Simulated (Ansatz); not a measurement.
# Rh: symmetry broken, then relaxed

Theory: Ansatz, DFT PBE, scalar-relativistic, plane waves, PAW. Cutoff 420 eV, Γ-centred 16×16×16 k-points, Gaussian smearing of 0.15 eV. No spin polarisation. Energies are free energies at this smearing, counted from the undisturbed cell; pressure is positive in compression.

The starting cell (relaxed at this level):

```
Rh
1.0
     0.00000    1.91497    1.91497
     1.91497    0.00000    1.91497
     1.91497    1.91497    0.00000
Rh
1
Direct
  0.00000 0.00000 0.00000
```

The cell is strained by (0.2144, -0.1124, -0.1020, -0.0244, -0.1819, 0.0277) (xx, yy, zz, yz, xz, xy; engineering shear). Cell and atoms are then relaxed.

**Question.** Does the relaxation return to the undisturbed structure?

**Answer.** Yes (up to a choice of domain or origin): same space group and volume, and an energy 0.0 meV/atom from it. The disturbance itself cost 711.0 meV/atom. The final space group reads Fm-3m (tolerance 0.05 Å) and the volume changes by 0.07 %.

Final structure:

```
Rh
1.0
     0.00000    1.91546    1.91550
     1.91534    0.00000    1.91549
     1.91534    1.91547   -0.00002
Rh
1
Direct
  0.00000 0.00000 0.00000
```

The relaxation, step by step (energy from the first step; small jumps at an unchanged geometry come where the plane waves are selected anew for the new cell):

```
step  ΔE (meV/atom) largest force component (eV/Å) pressure (GPa)
   1            0.0                           0.000           32.80
   2         -269.7                           0.000            7.17
   3         -444.1                           0.000            1.54
   4         -572.0                           0.000            1.10
   5         -669.8                           0.000            2.38
   6         -695.8                           0.000           -1.13
   7         -699.7                           0.000            0.02
   8         -699.7                           0.000            0.00
   9         -710.0                           0.000            1.42
  10         -710.9                           0.000            0.44
  11         -710.9                           0.000           -0.02
  12         -711.0                           0.000           -0.02
```